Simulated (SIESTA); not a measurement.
InAs:

```
In As
1.0
     0.00000    3.01800    3.01800
     3.01800    0.00000    3.01800
     3.01800    3.01800    0.00000
In As
1 1
Direct
  0.00000 0.00000 0.00000
  0.75000 0.75000 0.75000
```

* Program: SIESTA 5.4.2
* Task: single point
* Functional: PBE
* Potentials or basis: PseudoDojo 0.4 standard (PBE files)
* Basis: DZP (energy shift 0.002 Ry)
* Grid cutoff: 500 Ry
* Energy shift: 0.002 Ry
* k mesh: 8 × 8 × 8
* Occupations: fermi-dirac, width 0.05 eV
* Spin: no spin polarisation

On this cell: pressure 5.1 GPa; largest force zero by symmetry; band gap on the k mesh none (metal or under the smearing width).

The same run follows on a disturbed copy (atoms moved at random, drawn with an rms of 0.05 Å):

```xyz
2
Lattice="0.0000 3.0180 3.0180 3.0180 0.0000 3.0180 3.0180 3.0180 0.0000" Properties=species:S:1:pos:R:3 pbc="T T T"
In   -0.0266    0.0070    0.0051
As    4.5096    4.5464    4.5461
```

**Question.** What does the disturbed cell give?

**Answer.** The energy (extrapolated to zero smearing) moves by +0.9 meV/atom; pressure 5.1 GPa; largest force 0.186 eV/Å; band gap on the k mesh none (metal or under the smearing width).

Forces in eV/Å, atoms in the order of the input:
```
In   0.085  0.110  0.123
As  -0.084 -0.110 -0.123
```

Stress tensor (GPa, compression positive):
```
5.12 0.43 0.39
0.43 5.12 0.31
0.39 0.31 5.12
```

Caveats: semicore shells carry a single zeta, which can move pressures by several GPa and volumes by a few percent; the basis of atomic orbitals isn't converged, which shifts pressures, moduli and gaps.
